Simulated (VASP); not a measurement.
**LiF (Griceite): band structure with PBE0**

LiF (Griceite):

```
F Li
1.0
     0.00000    2.01400    2.01400
     2.01400    0.00000    2.01400
     2.01400    2.01400    0.00000
F Li
1 1
Direct
  0.50000 0.50000 0.50000
  0.00000 0.00000 0.00000
```

| Item | Value |
| --- | --- |
| Program | VASP 6.6.1 |
| Task | band structure |
| Functional | PBE0 |
| Potentials or basis | VASP PAW PBE potentials, release 64 (F, Li_sv) |
| Cutoff | 520 eV |
| k mesh | 8 × 8 × 8 |
| Occupations | gaussian, width 0.02 eV |
| Spin | no spin polarisation |
| Ladder | free |
| Grid for exact exchange (PRECFOCK) | Fast |
| Exchange at q = 0 | truncated |
| Further INCAR settings | ALGO = Normal; EDIFF = 1e-07 |

| Item | Value |
| --- | --- |
| Band gap on the k mesh | 12.14 eV, direct |
| Band gap along the path | 12.14 eV, direct |

Levels at the corners of the path, in eV from the valence-band top:
```
point  band 2  band 3  band 4  band 5  band 6  band 7  band 8  band 9
    Γ  -21.58    0.00    0.00    0.00   12.14   27.41   27.46   27.58
    X  -20.85   -3.14   -1.06   -1.06   18.18   19.52   20.76   23.73
    X  -20.85   -3.14   -1.06   -1.06   18.18   19.52   20.76   23.73
    W  -20.88   -2.18   -2.18   -0.86   18.33   18.33   20.76   22.68
    W  -20.88   -2.18   -2.18   -0.86   18.33   18.33   20.76   22.68
    K  -20.90   -2.62   -1.65   -0.78   17.68   18.23   21.80   23.08
    K  -20.90   -2.62   -1.65   -0.78   17.68   18.23   21.80   23.08
    Γ  -21.58    0.00    0.00    0.00   12.14   27.41   27.42   27.47
    Γ  -21.58    0.00    0.00    0.00   12.14   27.41   27.42   27.46
    L  -21.13   -2.68   -0.25   -0.25   13.87   20.17   22.18   22.18
    L  -21.13   -2.68   -0.25   -0.25   13.87   20.17   22.18   22.18
    U  -20.90   -2.62   -1.65   -0.78   17.68   18.23   21.80   23.08
    U  -20.90   -2.62   -1.65   -0.78   17.68   18.23   21.80   23.08
    W  -20.88   -2.18   -2.18   -0.86   18.33   18.33   20.76   22.68
    W  -20.88   -2.18   -2.18   -0.86   18.33   18.33   20.76   22.68
    L  -21.13   -2.68   -0.25   -0.25   13.87   20.17   22.18   22.18
    L  -21.13   -2.68   -0.25   -0.25   13.87   20.17   22.18   22.18
    K  -20.90   -2.62   -1.65   -0.78   17.68   18.23   21.80   23.08
    U  -20.90   -2.62   -1.65   -0.78   17.68   18.23   21.80   23.08
    X  -20.85   -3.14   -1.06   -1.06   18.18   19.52   20.76   23.73
```

It took 4.4 min on 4 MPI ranks on Intel(R) Xeon(R) Platinum 8488C (Sapphire Rapids), with other jobs on the host, peak memory 0.19 GiB a rank.
